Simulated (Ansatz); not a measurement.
Ir: energy against volume and a worked fit

The structure is cubic, space group Fm-3m (No. 225). The conventional cell has a = 3.831 Å, b = 3.831 Å, c = 3.831 Å, α = 90.00°, β = 90.00°, γ = 90.00°. Around Ir (site symmetry m-3m) lie 12 Ir at 2.71 Å.

The cell was scaled at fixed shape and fractions and run with Ansatz, Ansatz PAW, cutoff 420 eV; HSE06, k mesh 8 × 8 × 8 on the cell of 1 atom, fermi-dirac occupations of 0.05 eV, no spin polarisation, no spin-orbit coupling. The potentials were made for PBE. Energies are those that the program minimises, any entropy of the smearing included. For a metal such a mesh isn't converged to the digits shown.

```tsv
V (Å³/atom)	energy over the lowest row (meV/atom)
13.2152	66.27
13.4963	27.35
13.7775	5.92
14.0587	0.00
14.3399	?
14.6210	27.77
14.9022	58.47
```

**Question.** Fit the third-order Birch-Murnaghan form, give V0, B0 and B′, and predict the energy left open.

**Answer.** With y = (V0/V)^(2/3), E = E0 + (9 V0 B0/16) [(y - 1)³ B′ + (y - 1)² (6 - 4y)]. Least squares through the rows shown give V0 = 14.0337 Å³/atom, E0 = -0.05 meV, B0 = 394.1 GPa (1 eV/Å³ = 160.218 GPa) and B′ = 5.09, with a largest miss of 0.01 meV. At V = 14.3399 the form with these constants gives 7.81 meV; the run gave 7.81 meV an atom. Measured volume: 14.15 Å³/atom at 299.15 K (a printed reference work), so the fit lies -0.8 % from it. The runs are for a static lattice.
